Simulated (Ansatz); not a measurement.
# C: a scan of SCF settings, part 2 of 2

Wanted: the cost and the effect of other mixers, smearings and limits on one cell of C. C is taken in its experimental structure (space group Fd-3m), 2 atoms in the cell. Source: COD entry 9012300; the sample's temperature and pressure aren't taken into account.

Ansatz 0.2.0; DFT PBE, PAW, plane waves, scalar-relativistic.

### Step 7. Anderson, β 1.0, backtracking line search

Contents of input.yaml:

```yaml
crystal:
  lattice:
    - [0.0, 1.7834, 1.7834]
    - [1.7834, 0.0, 1.7834]
    - [1.7834, 1.7834, 0.0]
  atoms:
    - { symbol: C, position: [0.5, 0.5, 0.5] }
    - { symbol: C, position: [0.75, 0.75, 0.75] }
hamiltonian:
  xc: pbe
  pseudopotentials: { kind: paw }
basis:
  ecutwfc: 420
kpoints:
  mp_grid: { grid: [14, 14, 14] }
scf:
  occupations: { method: fermi_dirac, width: 0.1 }
  lower_state_search: "off"
  algorithm: density_mixing
  max_iter: 60
  mixing: { algorithm: anderson, beta: 1.0, globalisation: backtrack }
output:
  forces: true
  stress: true
```

Started as:

```sh
$ ansatz run input.yaml --threads 2 --pin off --max-ram 5120MiB --backend cpu --events-out ev --progress --plain --runs-dir out
```

Standard output, shortened:

```text
[... 21 lines as in an earlier run ...]
SCF iter   1: F=—  HF=-501.615275 eV  |F-HF|=—  |Δ(HF+E_count)|=         —  Δρ=1.80e-3  dr2=1.08e-4  ethr=3.40e-7  ⟨swp⟩=2.1  Hψ=7573  notcnv=0
preconditioner: auto → none  [insulator: Δε(μ)=4.145 eV  Ē_g=19.631 eV  σ=0.100 eV  W_gap=1.00  n_scr=0 (ndim 8)  ℏωp=31.2 eV  f_vac=0.000  D(μ)=0.00/eV (n_scr^D=0)  ε∞_Penn≈3.5]
SCF iter   2: F=-501.615465 eV  HF=-501.615469 eV  |F-HF|=4.04e-6  |Δ(HF+E_count)|=   1.94e-4  Δρ=3.14e-4  dr2=8.03e-6  ethr=3.40e-7  ⟨swp⟩=2.0  Hψ=1248  notcnv=0  κ⁻¹=1.0e0(r=1)
SCF iter   3: F=-501.615466 eV  HF=-501.615466 eV  |F-HF|=1.59e-8  |Δ(HF+E_count)|=   2.96e-6  Δρ=2.56e-5  dr2=3.36e-8  ethr=3.75e-10  ⟨swp⟩=3.0  Hψ=3235  notcnv=0
SCF 1 converged in 3 iterations: F = -501.615466 eV  dr2 = 3.36e-8
SCF converged after 3 iterations
[... 1 line as in an earlier run ...]
Free energy (F): -501.615466 eV
Harris-Foulkes:  -501.615466 eV  (|F-HF|=1.59e-8)
Internal energy: -501.615466 eV  (E = F + TS)
E sigma→0 (E₀):  -501.615466 eV
Fermi energy:    15.355662 eV
[... 24 lines left out: energy terms, forces, stress ...]
```

Run time: 0.69 s. Hardware: 2 threads of Intel Xeon Platinum 8175M at 2.50GHz (Skylake/Cascade Lake), shared host; peak memory 0.31 GiB.

Compared with step 2: the same free energy; 3 iterations in place of 6.

### Step 8. Direct minimisation

input.yaml: that of step 7 with these lines changed.

```diff
@@ -18,5 +18,4 @@
   lower_state_search: "off"
-  algorithm: density_mixing
-  max_iter: 60
-  mixing: { algorithm: anderson, beta: 1.0, globalisation: backtrack }
+  algorithm: direct_min
+  max_iter: 150
 output:
```

Started as:

```sh
$ ansatz run input.yaml --threads 2 --pin off --max-ram 5120MiB --backend cpu --events-out ev --progress --plain --runs-dir out
```

Standard output, shortened:

```text
[... 20 lines as in an earlier run ...]
SCF iter   1: F=—  HF=-501.615269 eV  |F-HF|=—  |Δ(HF+E_count)|=         —  Δρ=1.81e-3  dr2=1.08e-4  ethr=1.77e-3  ⟨swp⟩=5.1  Hψ=3592  notcnv=0
[...]
SCF iter   4: F=-501.615466 eV  HF=-501.615466 eV  |F-HF|=2.38e-11  |Δ(HF+E_count)|=   8.41e-9  Δρ=9.56e-7  dr2=3.32e-11  ethr=6.37e-10  ⟨swp⟩=2.1  Hψ=1258  notcnv=0
[...]
SCF converged after 4 iterations
Stability not checked: this state was not tested for a lower state beside it, because a direct minimisation reached the state, and no test of it is asked (direct_minimisation; see scf.lower_state_search)
Free energy (F): -501.615466 eV
[...]
E sigma→0 (E₀):  -501.615466 eV
Fermi energy:    15.355746 eV
[... 29 lines left out: energy terms, forces, stress, bands ...]
```

Run time: 1.2 s. Hardware: 2 threads of Intel Xeon Platinum 8175M at 2.50GHz (Skylake/Cascade Lake), shared host; peak memory 0.33 GiB.

It takes 4 iterations (default 6). Against the default run: the same free energy.

### Step 9. K-point mesh 7x7x7

input.yaml: that of step 8 with these lines changed.

```diff
@@ -14,3 +14,3 @@
 kpoints:
-  mp_grid: { grid: [14, 14, 14] }
+  mp_grid: { grid: [7, 7, 7] }
 scf:
@@ -18,4 +18,3 @@
   lower_state_search: "off"
-  algorithm: direct_min
-  max_iter: 150
+  max_iter: 60
 output:
```

Started as:

```sh
$ ansatz run input.yaml --threads 2 --pin off --max-ram 5120MiB --backend cpu --events-out ev --progress --plain --runs-dir out
```

Standard output, shortened:

```text
[... 13 lines as in an earlier run ...]
k-points: 20 of 343
[... 6 lines as in an earlier run ...]
SCF iter   1: F=—  HF=-501.612828 eV  |F-HF|=—  |Δ(HF+E_count)|=         —  Δρ=1.78e-3  dr2=1.04e-4  ethr=1.77e-3  ⟨swp⟩=4.6  Hψ=1029  notcnv=0
[...]
SCF iter   6: F=-501.612990 eV  HF=-501.612990 eV  |F-HF|=7.90e-12  |Δ(HF+E_count)|=  9.69e-11  Δρ=2.77e-7  dr2=2.66e-12  ethr=4.63e-12  ⟨swp⟩=1.2  Hψ=475  notcnv=0
[...]
SCF converged after 6 iterations
Free energy (F): -501.612990 eV
[...]
E sigma→0 (E₀):  -501.612990 eV
Fermi energy:    15.387252 eV
[...]
--- Forces (eV/Å), atoms counted from 1 ---
  atom   1  C      0.00000000     0.00000000     0.00000000
  atom   2  C     -0.00000000     0.00000000    -0.00000000
[...]
--- Stress (GPa, compression-positive) ---
        1.774163      -0.000000       0.000000
        0.000000       1.774163      -0.000000
        0.000000       0.000000       1.774163
  P = ⅓ Tr σ = 1.7742 GPa (17.742 kbar)
```

It took 0.44 s on 2 threads of Intel Xeon Platinum 8175M at 2.50GHz (Skylake/Cascade Lake), shared host; peak memory 0.3 GiB.

The count stays at 6. Against the default run: free energy shifted by +1.2 meV/atom.

This setting is poor on purpose, so its numbers aren't to be taken as properties of the material.

### Step 10. MSR1 mixing, preconditioner LDOS

input.yaml: that of step 9 with these lines changed.

```diff
@@ -14,3 +14,3 @@
 kpoints:
-  mp_grid: { grid: [7, 7, 7] }
+  mp_grid: { grid: [14, 14, 14] }
 scf:
@@ -18,3 +18,5 @@
   lower_state_search: "off"
+  algorithm: density_mixing
   max_iter: 60
+  mixing: { algorithm: msr1, preconditioner: ldos }
 output:
```

Started as:

```sh
$ ansatz run input.yaml --threads 2 --pin off --max-ram 5120MiB --backend cpu --events-out ev --progress --plain --runs-dir out
```

Standard output, shortened:

```text
[... 20 lines as in an earlier run ...]
SCF iter   1: F=—  HF=-501.615304 eV  |F-HF|=—  |Δ(HF+E_count)|=         —  Δρ=1.76e-3  dr2=9.08e-5  ethr=1.77e-3  ⟨swp⟩=4.6  Hψ=5355  notcnv=0
[...]
SCF iter   6: F=-501.615466 eV  HF=-501.615466 eV  |F-HF|=2.27e-13  |Δ(HF+E_count)|=  1.23e-11  Δρ=2.48e-8  dr2=2.12e-14  ethr=1.00e-12  ⟨swp⟩=1.0  Hψ=2080  notcnv=0
[...]
SCF converged after 6 iterations
Free energy (F): -501.615466 eV
[...]
E sigma→0 (E₀):  -501.615466 eV
Fermi energy:    15.355750 eV
[... 24 lines left out: energy terms, forces, stress ...]
```

Run time: 0.78 s. Hardware: 2 threads of Intel Xeon Platinum 8175M at 2.50GHz (Skylake/Cascade Lake), shared host; peak memory 0.31 GiB.

The count stays at 6. Against the default run: the same free energy.

### Step 11. 2 bands beyond the filled ones

input.yaml: that of step 10 with these lines changed.

```diff
@@ -18,5 +18,4 @@
   lower_state_search: "off"
-  algorithm: density_mixing
+  n_extra_bands: 2
   max_iter: 60
-  mixing: { algorithm: msr1, preconditioner: ldos }
 output:
```

Started as:

```sh
$ ansatz run input.yaml --threads 2 --pin off --max-ram 5120MiB --backend cpu --events-out ev --progress --plain --runs-dir out
```

Standard output, shortened:

```text
scf.n_extra_bands = 2 over 4 filled bands (N_el = 8.0): the run solves 6 bands
[... 10 lines as in an earlier run ...]
Bands: 6, of which v1, the nominal top of the filled ones, is band 4 counted from 1 (3 counted from 0)
[... 9 lines as in an earlier run ...]
SCF iter   1: F=—  HF=-501.615280 eV  |F-HF|=—  |Δ(HF+E_count)|=         —  Δρ=1.77e-3  dr2=9.31e-5  ethr=1.77e-3  ⟨swp⟩=4.5  Hψ=4615  notcnv=0
[...]
SCF iter   6: F=-501.615466 eV  HF=-501.615466 eV  |F-HF|=5.34e-12  |Δ(HF+E_count)|=  1.04e-11  Δρ=5.51e-7  dr2=1.90e-11  ethr=1.82e-11  ⟨swp⟩=1.1  Hψ=2022  notcnv=0
[...]
SCF converged after 6 iterations
Free energy (F): -501.615466 eV
[...]
E sigma→0 (E₀):  -501.615466 eV
Fermi energy:    15.355754 eV
[... 24 lines left out: energy terms, forces, stress ...]
```

Wall time 0.77 s (2 threads of Intel Xeon Platinum 8175M at 2.50GHz (Skylake/Cascade Lake), shared host); peak memory 0.31 GiB.

The count stays at 6. Against the default run: the same free energy.

### Step 12. Broyden, β 0.3, preconditioner local Kerker

input.yaml: that of step 11 with these lines changed.

```diff
@@ -18,4 +18,5 @@
   lower_state_search: "off"
-  n_extra_bands: 2
+  algorithm: density_mixing
   max_iter: 60
+  mixing: { algorithm: broyden, beta: 0.3, preconditioner: local_kerker }
 output:
```

Started as:

```sh
$ ansatz run input.yaml --threads 2 --pin off --max-ram 5120MiB --backend cpu --events-out ev --progress --plain --runs-dir out
```

Standard output, shortened:

```text
[... 20 lines as in an earlier run ...]
SCF iter   1: F=—  HF=-501.615304 eV  |F-HF|=—  |Δ(HF+E_count)|=         —  Δρ=1.76e-3  dr2=9.08e-5  ethr=1.77e-3  ⟨swp⟩=4.6  Hψ=5355  notcnv=0
SCF iter   2: F=—  HF=-501.615368 eV  |F-HF|=—  |Δ(HF+E_count)|=   6.38e-5  Δρ=1.34e-3  dr2=6.19e-5  ethr=1.14e-6  ⟨swp⟩=2.1  Hψ=2034  notcnv=0  κ⁻¹=1.0e0(r=1)
SCF iter   3: F=—  HF=-501.615464 eV  |F-HF|=—  |Δ(HF+E_count)|=   9.58e-5  Δρ=1.57e-4  dr2=5.74e-7  ethr=7.74e-7  ⟨swp⟩=2.2  Hψ=1223  notcnv=0  κ⁻¹=2.0e-2(r=2)
SCF iter   4: F=-501.615466 eV  HF=-501.615466 eV  |F-HF|=4.86e-7  |Δ(HF+E_count)|=   2.03e-6  Δρ=6.51e-5  dr2=6.43e-8  ethr=1.25e-9  ⟨swp⟩=4.0  Hψ=2499  notcnv=0
SCF 1 converged in 4 iterations: F = -501.615466 eV  dr2 = 6.43e-8
SCF converged after 4 iterations
[... 1 line as in an earlier run ...]
Free energy (F): -501.615466 eV
Harris-Foulkes:  -501.615466 eV  (|F-HF|=4.86e-7)
Internal energy: -501.615466 eV  (E = F + TS)
E sigma→0 (E₀):  -501.615466 eV
Fermi energy:    15.355809 eV
[... 24 lines left out: energy terms, forces, stress ...]
```

Wall time 0.67 s (2 threads of Intel Xeon Platinum 8175M at 2.50GHz (Skylake/Cascade Lake), shared host); peak memory 0.31 GiB.

It takes 4 iterations (default 6). Against the default run: the same free energy.

### Step 13. The runs side by side

```tsv
step	settings	iterations	time	against the default run
2	default SCF settings	6	0.79 s	reference
3	Broyden, β 0.3, preconditioner Kerker scaled by the density of states	5	0.73 s	the same free energy
4	linear mixing, β 0.2, no preconditioner	16	0.97 s	the same free energy
5	Anderson, β 0.5, backtracking line search	4	0.71 s	the same free energy
6	Fermi–Dirac smearing, width 0.5 eV	6	0.84 s	free energy shifted by -0.5 meV/atom, zero-width estimate shifted by +1.2 meV/atom
7	Anderson, β 1.0, backtracking line search	3	0.69 s	the same free energy
8	direct minimisation	4	1.2 s	the same free energy
9	k-point mesh 7x7x7	6	0.44 s	free energy shifted by +1.2 meV/atom
10	MSR1 mixing, preconditioner LDOS	6	0.78 s	the same free energy
11	2 bands beyond the filled ones	6	0.77 s	the same free energy
12	Broyden, β 0.3, preconditioner local Kerker	4	0.67 s	the same free energy
```

Decimal logarithm of the largest residual (eV) by iteration, counted through all cycles of a run (8 of the 11 runs):

```tsv
iteration	step 2	step 3	step 4	step 5	step 6	step 7	step 8	step 9
1	-4.0	-4.0	-4.0	-4.0	-4.1	-4.0	-4.0	-4.0
2	-4.6	-4.3	-4.2	-4.7	-4.6	-5.1	-5.4	-4.6
3	-5.8	-5.3	-4.4	-6.2	-5.8	-7.5	-7.3	-5.8
4	-6.6	-6.0	-4.7	-9.1	-6.5	-	-10.5	-6.6
5	-8.9	-9.0	-4.9	-	-8.8	-	-	-9.4
6	-10.9	-	-5.1	-	-10.4	-	-	-11.6
8	-	-	-5.5	-	-	-	-	-
9	-	-	-5.8	-	-	-	-	-
11	-	-	-6.2	-	-	-	-	-
12	-	-	-6.4	-	-	-	-	-
13	-	-	-6.6	-	-	-	-	-
15	-	-	-7.0	-	-	-	-	-
16	-	-	-7.2	-	-	-	-	-
```

### Step 14. Results

What follows sums up all 2 parts.

```
                                                                                             quantity                                              value
                                                                                          default run  6 iterations, with a gap of 4.14 eV on the k-mesh
fewest iterations to that state among the runs shown (an iteration of direct minimisation costs more)      3 (Anderson, β 1.0, backtracking line search)
                                                                                most iterations to it       16 (linear mixing, β 0.2, no preconditioner)
                                          runs that end in another state, among changes of path alone                                                  0
                               largest shift of the free energy by occupations, cutoff, mesh or field                 +1.2 meV/atom (k-point mesh 7x7x7)
```

In words: 9 runs solve the same problem and reach the default's state, in 3 to 16 iterations: there the settings change the path, not the answer. Occupations, cutoff, mesh and fields change the problem that is solved, not just the path; the largest shift here is that of “k-point mesh 7x7x7”. Counts include iterations that the program adds to test a close, so a difference of one or two ranks nothing. The starting density is a sum of atomic densities corrected by a trained network, so it is already close to self-consistency.

The gaps are Kohn-Sham values of a semilocal functional, not quasiparticle or optical gaps. Such gaps usually fall short of the measured ones.
